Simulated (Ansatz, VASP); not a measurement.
InAs in VASP and in Ansatz

POSCAR

```
InAs
1.0
    0.0000000000      3.0180000000      3.0180000000
    3.0180000000      0.0000000000      3.0180000000
    3.0180000000      3.0180000000      0.0000000000
In As
1 1
Direct
    0.0000000000      0.0000000000      0.0000000000
    0.2500000000      0.2500000000      0.2500000000
```

The input INCAR.step1:

```
  PREC = Accurate
  ENCUT = 520
  ISMEAR = 0
  SIGMA = 0.1
  LREAL = F
  LASPH = T
  NELM = 100
  NBANDS = 16
  GGA = PE
  ALGO = Normal
  EDIFF = 1E-4
  LWAVE = T
  LCHARG = F
```

File INCAR.step2:

```
  PREC = Accurate
  ENCUT = 520
  EDIFF = 1E-6
  ISMEAR = 0
  SIGMA = 0.1
  LREAL = F
  LASPH = T
  NELM = 100
  ALGO = Normal
  ISIF = 2
  LWAVE = F
  LCHARG = F
  METAGGA = R2SCAN
  LMIXTAU = T
  NBANDS = 16
  ISTART = 1
```

File KPOINTS:

```
regular mesh
0
Gamma
  6 6 6
```

Input for Ansatz:

```yaml
crystal:
  lattice:
    - [0.0, 3.018, 3.018]
    - [3.018, 0.0, 3.018]
    - [3.018, 3.018, 0.0]
  atoms:
    - { symbol: In, position: [0.0, 0.0, 0.0] }
    - { symbol: As, position: [0.25, 0.25, 0.25] }
basis:
  ecutwfc: 500
kpoints:
  mp_grid: { grid: [6, 6, 6] }
hamiltonian:
  xc: r2scan
scf:
  occupations: { method: gaussian, width: 0.1 }
output:
  forces: true
  stress: true
  eigenvalues: true
```

Alike in both runs: task single point; functional r2SCAN; k mesh 6 × 6 × 6; occupations gaussian, width 0.1 eV; no spin polarisation.

|  | VASP | Ansatz |
| --- | --- | --- |
| version | VASP 6.6.1 | Ansatz 0.2.0 |
| potentials or method | VASP PAW PBE potentials, release 64 (In_d, As) | scalar-relativistic, plane waves, PAW |
| plane-wave cutoff (eV) | 520 | 500 |
| valence electrons in the cell | 18 | 28 |

```tsv
	VASP	Ansatz	Ansatz less VASP
gap on the k mesh at the Fermi level (eV)	0.28	0.28	0.000
least direct gap on the mesh (eV)	0.28	0.28	0.000
pressure (GPa)	2.2	2.2	0.00
```

With one functional, cell and mesh, what is left measures potentials, basis and numerics. The two sets of potentials don't hold the same shells in valence.

Caveats: the PAW data sets were made with another functional, which shifts forces and pressure a little (VASP); spin-orbit coupling is left out, which moves the levels of the heavy elements. r2SCAN opens gaps a little over a GGA but as a rule still falls short of measured ones.
